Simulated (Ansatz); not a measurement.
A run of Ansatz 0.2.0 is set up as follows.

File input.yaml:

```yaml
crystal:
  lattice:
    - [-1.538900875, 1.538900875, 7.14310203]
    - [1.538900875, -1.538900875, 7.14310203]
    - [1.538900875, 1.538900875, -7.14310203]
  atoms:
    - { symbol: Ru, position: [0.39413143, 0.39413143, 0.0] }
    - { symbol: Ru, position: [0.60586857, 0.60586857, 0.0] }
    - { symbol: Al, position: [0.19381538, 0.19381538, 0.0] }
    - { symbol: Al, position: [0.80618462, 0.80618462, 0.0] }
    - { symbol: Al, position: [0.0, 0.0, 0.0] }
hamiltonian:
  xc: pbesol
  pseudopotentials: { kind: paw_fr }
magnetization:
  noncollinear: true
  spin_orbit: true
kpoints:
  mp_grid: { grid: [12, 12, 12] }
  band_path:
    path:
      - [[0.0, 0.0, 0.0], [-0.5, 0.5, 0.0], [-0.5, 0.5, -0.0232069246], [-0.2616034623, 0.2616034623, -0.2616034623], [0.0, 0.0, 0.0], [0.5, 0.5, -0.5], [0.2616034623, 0.7383965377, -0.7383965377], [0.0, 0.5, -0.5], [-0.25, 0.75, -0.25], [0.0232069246, 0.9767930754, -0.5], [0.5, 0.5, -0.5]]
      - [[-0.5, 0.5, 0.0], [-0.25, 0.75, -0.25]]
    npoints: 14
scf:
  occupations: { method: fermi_dirac, width: 0.05 }
  n_extra_bands: 12
output:
  forces: true
  stress: true
  eigenvalues: true
  fatbands: false
```

Potentials or basis: Ansatz PAW.

Command:

```bash
$ ansatz run input.yaml --threads 2 --pin off --max-ram 5632MiB --backend cpu --events-out ev --progress --plain --runs-dir out
```

Problem. Predict the band gap on the k mesh.

Solution. None (metal or under the smearing width).

Problem. Estimate the largest force.

Solution. 0.077 eV/Å.

Problem. What does it give for the pressure?

Solution. -0.9 GPa.

Levels at the corners of the path, in eV from the Fermi level:
| point | band 40 | band 41 | band 42 | band 43 | band 44 | band 45 |
| --- | --- | --- | --- | --- | --- | --- |
| Γ | -0.22 | -0.09 | -0.09 | 3.34 | 3.34 | 4.63 |
| X | 0.64 | 1.08 | 1.08 | 1.12 | 1.12 | 1.97 |
| Y | 0.61 | 0.98 | 0.98 | 1.07 | 1.07 | 2.12 |
| S | -1.09 | -0.35 | -0.35 | 1.35 | 1.35 | 1.56 |
| Γ | -0.22 | -0.09 | -0.09 | 3.34 | 3.34 | 4.63 |
| Z | -0.18 | -0.11 | -0.11 | 2.35 | 2.35 | 4.25 |
| S1 | -1.09 | -0.35 | -0.35 | 1.35 | 1.35 | 1.56 |
| N | -1.08 | -0.36 | -0.36 | 1.29 | 1.29 | 1.59 |
| P | 1.06 | 1.12 | 1.12 | 1.30 | 1.30 | 1.42 |
| Y1 | 0.61 | 0.98 | 0.98 | 1.07 | 1.07 | 2.12 |
| Z | -0.18 | -0.11 | -0.11 | 2.35 | 2.35 | 4.25 |
| X | 0.64 | 1.08 | 1.08 | 1.12 | 1.12 | 1.97 |
| P | 1.06 | 1.12 | 1.12 | 1.30 | 1.30 | 1.42 |

Caveat: the PAW data sets come from PBE, with cores solved anew for the run's functional, which leaves a small shift of forces and pressure.
